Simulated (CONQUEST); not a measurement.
The system is SnO2 (Cassiterite).

```
CELL_PARAMETERS angstrom
3.18650 0.00000 0.00000
0.00000 4.73800 0.00000
0.00000 0.00000 4.73800
ATOMIC_POSITIONS crystal
Sn 0.50000 0.50000 0.50000
Sn 0.00000 0.00000 0.00000
O 0.50000 0.19290 0.19290
O 0.00000 0.69290 0.30710
O 0.50000 0.80710 0.80710
O 0.00000 0.30710 0.69290
```

* Program: CONQUEST 1.3
* Task: single point
* Functional: PBE
* Potentials or basis: PseudoDojo NC PBE, DZP, grid cutoff 150 Ha
* k mesh: 8 × 6 × 6
* Occupations: fermi-dirac, width 0.05 eV
* Spin: no spin polarisation

On this cell: pressure 17.8 GPa; largest force 0.274 eV/Å; band gap on the k mesh 1.04 eV, direct.

The same run follows on a disturbed copy (atoms moved at random, drawn with an rms of 0.05 Å):

```
CELL_PARAMETERS angstrom
3.18650 0.00000 0.00000
0.00000 4.73800 0.00000
0.00000 0.00000 4.73800
ATOMIC_POSITIONS crystal
Sn 0.49746 0.50951 0.49864
Sn 0.99823 0.00615 0.00976
O 0.50555 0.19471 0.19258
O 0.00342 0.69922 0.30269
O 0.50986 0.81229 0.79193
O 0.98763 0.30649 0.69155
```

**Question.** What changes?

**Answer.** The energy moves by +19.2 meV/atom; pressure 17.7 GPa; largest force 1.925 eV/Å; band gap on the k mesh 0.92 eV, direct.

Forces in eV/Å, atoms in the order of the input:
```
Sn  -0.112 -0.958  0.206
Sn   0.676 -0.255 -1.784
O   -0.490  0.656  0.571
O   -0.168 -0.352 -0.013
O   -0.461  0.842  1.116
O    0.576  0.091 -0.084
```

Stress tensor (GPa, compression positive):
```
21.55 -0.99  0.76
-0.99 16.17  0.13
 0.76  0.13 15.36
```

Caveats: spin-orbit coupling is left out, which moves the levels of the heavy elements; the basis of atomic orbitals isn't converged, which shifts pressures, moduli and gaps; so large a pressure means that the cell lies far from this level's equilibrium, or that cutoff or potentials fall short (some runs).

